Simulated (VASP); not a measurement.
# WS2 (R3m) in VASP: notebook

One crystal, WS2, is run at these levels: PBEsol, r2SCAN; tasks: band structure.

All numbers are computed with VASP 6.6.1; they aren't measurements. Logs are shortened: lines on timing, memory, paths and dates and some standing lists are left out, and cuts for length are marked.

### 1 The structure

The structure is trigonal, space group R3m (No. 160). Conventional cell: a = 3.158 Å, b = 3.158 Å, c = 18.490 Å, α = 90.00°, β = 90.00°, γ = 120.00°. Around W (site symmetry 3m) lie 6 S at 2.39 to 2.42 Å. S (site symmetry 3m) is surrounded by 3 W at 2.42 Å. S (site symmetry 3m) is surrounded by 3 W at 2.39 Å.

Measurements of this composition are mostly on another form, of space group No. 194.

### 2 Band structure, PBEsol

Contents of INCAR:

```
SYSTEM = WS2
PREC = Accurate
ENCUT = 520
EDIFF = 1E-6
ISMEAR = 0
SIGMA = 0.02
LREAL = .FALSE.
LASPH = .TRUE.
NELM = 60
ALGO = Normal
ISIF = 2
LWAVE = .FALSE.
LCHARG = .FALSE.
LMAXMIX = 4
GGA = PS
```

Contents of KPOINTS:

```
regular mesh
0
G
  10 10 10
  0 0 0
```

Contents of POSCAR:

```
WS2
1.0
    1.5790000000      0.9116360751      6.1633333333
   -1.5790000000      0.9116360751      6.1633333333
    0.0000000000     -1.8232721501      6.1633333333
W S
1 2
Direct
    0.0000000000      0.0000000000      0.0000000000
    0.5810000000      0.5810000000      0.5810000000
    0.7503000000      0.7503000000      0.7503000000
```

Contents of KPOINTS_OPT:

```
path GLB1,BZGX,QFP1Z,LP
15
line-mode
reciprocal
 0.0000000000  0.0000000000  0.0000000000  G
 0.5000000000  0.0000000000  0.0000000000  L

 0.5000000000  0.0000000000  0.0000000000  L
 0.5000000000  0.1812521368 -0.1812521368  B1

 0.8187478632  0.5000000000  0.1812521368  B
 0.5000000000  0.5000000000  0.5000000000  Z

 0.5000000000  0.5000000000  0.5000000000  Z
 0.0000000000  0.0000000000  0.0000000000  G

 0.0000000000  0.0000000000  0.0000000000  G
 0.3406260684  0.0000000000 -0.3406260684  X

 0.6593739316  0.3406260684  0.0000000000  Q
 0.5000000000  0.5000000000  0.0000000000  F

 0.5000000000  0.5000000000  0.0000000000  F
 0.6593739316  0.6593739316  0.1812521368  P1

 0.6593739316  0.6593739316  0.1812521368  P1
 0.5000000000  0.5000000000  0.5000000000  Z

 0.5000000000  0.0000000000  0.0000000000  L
 0.8187478632  0.3406260684  0.3406260684  P
```

Potentials or basis: VASP PAW PBE potentials, release 64 (W_sv, S).

Started as:

```
> cat potpaw_PBE.64/W_sv/POTCAR potpaw_PBE.64/S/POTCAR > POTCAR
> mpirun -np 1 vasp_std > vasp.out
```

OUTCAR:

```text
SYSTEM = WS2
   PREC = Accurate
   ENCUT = 520
   EDIFF = 1E-6
   ISMEAR = 0
   LREAL = .FALSE.
   LASPH = .TRUE.
   NELM = 60
   ISIF = 2
   GGA = PS

 ion  position               nearest neighbor table
   1  0.000  0.000  0.000-   3 2.39   3 2.39   3 2.39   2 2.42   2 2.42   2 2.42
   2  0.581  0.581  0.581-   1 2.42   1 2.42   1 2.42
   3  0.750  0.750  0.750-   1 2.39   1 2.39   1 2.39

  LATTYP: Found a trigonal (rhomboedric) cell.
 ALAT       =     6.4273633094
 COS(alpha) =     0.8792940837

  Lattice vectors:

 A1 = (   1.5790000000,   0.9116360751,   6.1633333333)
 A2 = (  -1.5790000000,   0.9116360751,   6.1633333333)
 A3 = (   0.0000000000,  -1.8232721501,   6.1633333333)

Analysis of symmetry for initial positions (statically):
=====================================================================
 Subroutine PRICEL returns:
 Original cell was already a primitive cell.

 Routine SETGRP: Setting up the symmetry group for a
 trigonal (rhombohedral) supercell.

 Subroutine GETGRP returns: Found  6 space group operations
 (whereof  6 operations were pure point group operations)
 out of a pool of 12 trial point group operations.

The static configuration has the point symmetry C_3v.

Analysis of symmetry for dynamics (positions and initial velocities):
=====================================================================
 Subroutine PRICEL returns:
 Original cell was already a primitive cell.

 Routine SETGRP: Setting up the symmetry group for a
 trigonal (rhombohedral) supercell.

 Subroutine GETGRP returns: Found  6 space group operations
 (whereof  6 operations were pure point group operations)
 out of a pool of 12 trial point group operations.

The dynamic configuration has the point symmetry C_3v.

 Subroutine INISYM returns: Found  6 space group operations
 (whereof  6 operations are pure point group operations),
 and found     1 'primitive' translations

----------------------------------------------------------------------------------------

                                     Primitive cell

  volume of cell :      53.2317

  direct lattice vectors                    reciprocal lattice vectors
     1.579000000  0.911636075  6.163333333     0.316656111  0.182821491  0.054083288
    -1.579000000  0.911636075  6.163333333    -0.316656111  0.182821491  0.054083288
     0.000000000 -1.823272150  6.163333333     0.000000000 -0.365642982  0.054083288
[... 86 lines left out ...]
   EDIFF  = 0.1E-05   stopping-criterion for ELM
   LREAL  =      F    real-space projection
   EDIFFG = 0.1E-04   stopping-criterion for IOM
   NSW    =      0    number of steps for IOM
   IBRION =     -1    ionic relax: 0-MD 1-quasi-New 2-CG
   NFREE  =      0    steps in history (QN), initial steepest desc. (CG)
   ISIF   =      2    stress and relaxation
   ISYM   =      2    0-nonsym 1-usesym 2-fastsym
   POTIM  = 0.5000    time-step for ionic-motion
   TEBEG  =    0.0;   TEEND  =   0.0 temperature during run
   PSTRESS=    0.0 pullay stress
   NELECT =      26.0000    total number of electrons
   NUPDOWN=      -1.0000    fix difference up-down
   EMIN   =  10.00;   EMAX   =-10.00  energy-range for DOS
   EFERMI =   0.00;   METHOD = LEGACY
   ISMEAR =     0;   SIGMA  =   0.02  broadening in eV -4-tet -1-fermi 0-gaus
   EFERMI_NEDOS =   21; number of points for ismear=-14 and -15
   IALGO  =     38    algorithm
   IMIX   =      4    mixing-type and parameters
     AMIX     =   0.40;   BMIX     =  1.00
     AMIX_MAG =   1.60;   BMIX_MAG =  1.00
  volume/ion in A,a.u.               =      17.74       119.74
  Fermi-wavevector in a.u.,A,eV,Ry     =   1.289266  2.436359 22.615687  1.662206
  Thomas-Fermi vector in A             =   2.421169
   LORBIT       =      0    0 simple, 1 ext, 2 COOP (PROOUT), +10 PAW based schemes
   GGA     = PS    functional components
   LHFCALC =     F    Hartree Fock is set to
   AEXX    =    0.0000 exact exchange contribution
   IVDW    =     0    specifies the selected vdW correction
   LEPSILON=     F    determine dielectric tensor
   LRPA    =     F    only Hartree local field effects (RPA)
 non-spin polarized calculation
 Gauss-broadening in eV      SIGMA  =   0.02
  energy-cutoff  :      520.00
  volume of cell :       53.23
 maximum number of plane-waves:      1450
   NGX = 23   NGY = 23   NGZ = 23

 number of electron      26.0000001 magnetization

 Free energy of the ion-electron system (eV)
  ---------------------------------------------------
  ext. energy  EPLUGINS =         0.00000000
  ---------------------------------------------------
  free energy    TOTEN  =       -25.26340346 eV

  energy without entropy =      -25.26340346  energy(sigma->0) =      -25.26340346

 E-fermi :   7.6353     XC(G=0): -11.1157

 val. band max:        7.4015034548   @ k =   0.5000   0.5000   0.5000
 cond. band min:       8.4343170386   @ k =  -0.2000   0.2000   0.0000
 fundamental gap:      1.0328135838
 Fermi energy:         7.6353166765

 k-point     1 :       0.0000    0.0000    0.0000
  band No.  band energies     occupation
      1     -67.1908      2.00000
      2     -31.4605      2.00000
      3     -31.2781      2.00000
      4     -31.2781      2.00000
      5      -8.2559      2.00000
      6      -6.2417      2.00000
[... 457 lines left out ...]
      4     -31.3648      2.00000
      5      -6.4270      2.00000
      6      -5.8125      2.00000
[... 9 lines left out ...]
     16      10.5768      0.00000
     17      11.4579      0.00000

 [... further k-points ...]

------------------------ aborting loop because EDIFF is reached ----------------------------------------

  FORCE on cell =-STRESS in cart. coord.  units (eV):
  Direction    XX          YY          ZZ          XY          YZ          ZX
  --------------------------------------------------------------------------------------
  -------------------------------------------------------------------------------------
  Total       -0.2897652     -0.2897652      0.0671607      0.0000000      0.0000000      0.0000000
  in kB       -8.7214024     -8.7214024      2.0214137      0.0000000      0.0000000      0.0000000
  external PRESSURE =      -5.1404637 kB  Pullay stress =       0.0000000 kB

 VOLUME and BASIS-vectors are now :
 -----------------------------------------------------------------------------
  energy-cutoff  :      520.00
  volume of cell :       53.23
      direct lattice vectors                 reciprocal lattice vectors
     1.579000000  0.911636075  6.163333333     0.316656111  0.182821491  0.054083288
    -1.579000000  0.911636075  6.163333333    -0.316656111  0.182821491  0.054083288
     0.000000000 -1.823272150  6.163333333     0.000000000 -0.365642982  0.054083288

 POSITION                                       TOTAL-FORCE (eV/Angst)
 -----------------------------------------------------------------------------------
      0.00000      0.00000      0.00000         0.000000     -0.000000     -0.601510
      0.00000      0.00000     10.74269         0.000000      0.000000      0.349578
      0.00000      0.00000     13.87305         0.000000      0.000000      0.251933
 -----------------------------------------------------------------------------------
    total drift:                                0.000000     -0.000000      0.000023

  FREE ENERGIE OF THE ION-ELECTRON SYSTEM (eV)
  ---------------------------------------------------
  free  energy   TOTEN  =       -25.2634034596 eV

  energy  without entropy=      -25.2634034596  energy(sigma->0) =      -25.26340346
```

OSZICAR:

```text
N       E                     dE             d eps       ncg     rms          rms(c)
DAV:   1     0.195956192870E+03    0.19596E+03   -0.13394E+04  3952   0.152E+03
DAV:   2    -0.168384132575E+02   -0.21279E+03   -0.20890E+03  4880   0.379E+02
DAV:   3    -0.264158432655E+02   -0.95774E+01   -0.95219E+01  5047   0.746E+01
[... 23 lines left out ...]
       N       E                     dE             ncg
DAV:   1     0.684340736894E+05   -0.17485E+05      646
DAV:   2     0.644338974023E+05   -0.40002E+04      825
DAV:   3     0.642641842291E+05   -0.16971E+03      793
DAV:   4     0.642612043584E+05   -0.29799E+01      840
DAV:   5     0.642611602802E+05   -0.44078E-01      891
DAV:   6     0.642611590878E+05   -0.11924E-02      879
DAV:   7     0.642611590338E+05   -0.54070E-04      874
DAV:   8     0.642611590310E+05   -0.27637E-05      847
DAV:   9     0.642611590308E+05   -0.17842E-06      656
```

Run time: 8.9 min. Hardware: 1 thread of Intel Xeon Platinum 8488C (Sapphire Rapids), shared host; peak memory 0.39 GiB.

What came out:

```
Free energy             : -25.2634 eV
Pressure                : -0.5 GPa
Largest force           : 0.602 eV/Å
Band gap on the k mesh  : 1.03 eV, indirect (least direct gap 2.24 eV)
Band gap along the path : 0.98 eV, indirect (least direct gap 1.89 eV)
```

Forces in eV/Å, atoms in the order of the input:
```
W    0.000  0.000 -0.602
S    0.000  0.000  0.350
S    0.000  0.000  0.252
```

Levels at the corners of the path, in eV from the valence-band top:
```
point  band 10  band 11  band 12  band 13  band 14  band 15  band 16  band 17
    Γ    -2.28    -2.28    -1.57    -1.23     2.19     2.19     2.55     2.55
    L    -4.16    -2.58    -1.80    -1.74     2.30     2.59     3.60     3.88
    L    -4.16    -2.58    -1.80    -1.74     2.30     2.59     3.60     3.88
   B1    -4.66    -4.08    -3.04    -0.70     1.25     2.52     3.55     4.87
    B    -4.66    -4.08    -3.04    -0.70     1.25     2.52     3.55     4.87
    Z    -3.56    -2.25    -2.25     0.00     2.31     2.31     2.39     2.39
    Z    -3.56    -2.25    -2.25     0.00     2.31     2.31     2.39     2.39
    Γ    -2.28    -2.28    -1.57    -1.23     2.19     2.19     2.55     2.55
    Γ    -2.28    -2.28    -1.57    -1.23     2.19     2.19     2.55     2.55
    X    -4.67    -4.01    -3.08    -0.68     1.22     2.53     3.50     4.92
    Q    -4.67    -4.01    -3.08    -0.68     1.22     2.53     3.50     4.92
    F    -4.08    -3.19    -2.00    -1.56     2.25     2.70     3.20     4.39
    F    -4.08    -3.19    -2.00    -1.56     2.25     2.70     3.20     4.39
   P1    -4.10    -3.06    -1.96    -1.58     2.25     2.75     3.24     4.25
   P1    -4.10    -3.06    -1.96    -1.58     2.25     2.75     3.24     4.26
    Z    -3.56    -2.25    -2.25     0.00     2.31     2.31     2.39     2.39
    L    -4.16    -2.58    -1.80    -1.74     2.30     2.59     3.60     3.88
    P    -4.10    -3.06    -1.96    -1.58     2.25     2.75     3.24     4.27
```

Caveat: the PAW data sets were made with another functional, which shifts forces and pressure a little; spin-orbit coupling is left out, which moves the levels of the heavy elements.

[end of part 1 of 2]
